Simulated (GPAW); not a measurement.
FeO (Wuestite), 2 atoms in the cell. Symmetry: Fm-3m, No. 225, cubic system. Conventional cell: a = 4.311 Å, b = 4.311 Å, c = 4.311 Å, α = 90.00°, β = 90.00°, γ = 90.00°. Around Fe (site symmetry m-3m) lie 6 O at 2.16 Å. O (site symmetry m-3m) has 6 Fe at 2.16 Å as nearest neighbours. 

- Program: GPAW 26.7.0
- Task: equation of state
- Functional: PBEsol
- Dispersion: D3(BJ)
- Potentials or basis: PAW data sets generated in the run's folder for this functional
- Cutoff: 800 eV
- Basis: pw
- k mesh: 9 × 9 × 9
- Occupations: fermi-dirac, width 0.05 eV
- Spin: collinear spin, ferromagnetic start
- Starting moments: [3.0, 0.0] μB
- Maxiter: 150
- Eos scales: [0.94, 0.96, 0.98, 1.0, 1.02, 1.04, 1.06]

Potentials or basis: PAW data sets generated in the run's folder for this functional, pw.

The run is started by

```sh
$ gpaw-setup -f PBEsol Fe O
$ OMP_NUM_THREADS=1 python run.py
```

Hardware: 1 thread of Arm Neoverse V1 (shared host).

Task: Estimate the wall time of this run.

Result: It took 3.3 min on 1 thread of Arm Neoverse V1, on a shared host, peak memory 0.3 GiB. Counts: scf iterations 83, plane waves 981, bands 17, k points 35.
